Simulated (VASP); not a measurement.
The system is CdSiP2.

```
Cd Si P
1.0
    -2.84361    2.84361    5.24856
     2.84361   -2.84361    5.24856
     2.84361    2.84361   -5.24856
Cd Si P
2 2 4
Cartesian
  0.0000 2.8436 2.6243
  0.0000 0.0000 0.0000
  0.0000 0.0000 5.2486
  2.8436 0.0000 2.6243
  1.1552 1.4218 6.5607
  1.4218 -1.1552 3.9364
  1.6884 1.4218 1.3121
  1.4218 3.9989 -1.3121
```

The cell is a database's computed one.

- Program: VASP 6.6.1
- Task: relaxation of cell and atoms
- Functional: LDA
- Potentials or basis: VASP PAW LDA potentials, release 64 (Cd, Si, P)
- Cutoff: 600 eV
- k mesh: 8 × 8 × 8
- Occupations: gaussian, width 0.03 eV
- Spin: no spin polarisation

At the start: pressure -2.8 GPa; volume 21.22 Å³/atom.

How do energy, volume and symmetry change on relaxing?

Over 9 steps the energy falls by 9.2 meV/atom and the volume is 20.46 Å³/atom (-3.6 %); space group I-42d (No. 122, to 0.05 Å).

The path:
| step | energy change (eV) | largest force (eV/Å) | pressure (GPa) | volume (Å³) |
| --- | --- | --- | --- | --- |
| 1 | 0.0000 | 0.2530 | -2.84 | 169.76 |
| 2 | -0.0491 | 0.2143 | 1.81 | 160.68 |
| 3 | -0.0627 | 0.2294 | 0.21 | 163.47 |
| 4 | -0.0706 | 0.0977 | 0.11 | 163.54 |
| 5 | -0.0727 | 0.0110 | 0.04 | 163.60 |
| 6 | -0.0730 | 0.0063 | -0.03 | 163.72 |
| 7 | -0.0732 | 0.0001 | -0.11 | 163.90 |
| 8 | -0.0732 | 0.0072 | 0.09 | 163.53 |
| 9 | -0.0733 | 0.0037 | 0.00 | 163.71 |

Final structure:
```yaml
crystal:
  lattice:
    - [-2.79734, 2.79734, 5.23026]
    - [2.79734, -2.79734, 5.23026]
    - [2.79734, 2.79734, -5.23026]
  atoms:
    - { symbol: Cd, position: [0.75000, 0.25000, 0.50000] }
    - { symbol: Cd, position: [0.00000, 0.00000, 0.00000] }
    - { symbol: Si, position: [0.50000, 0.50000, 0.00000] }
    - { symbol: Si, position: [0.25000, 0.75000, 0.50000] }
    - { symbol: P, position: [0.87500, 0.83307, 0.45807] }
    - { symbol: P, position: [0.16693, 0.62500, 0.04193] }
    - { symbol: P, position: [0.37500, 0.41693, 0.54193] }
    - { symbol: P, position: [0.58307, 0.12500, 0.95807] }
```
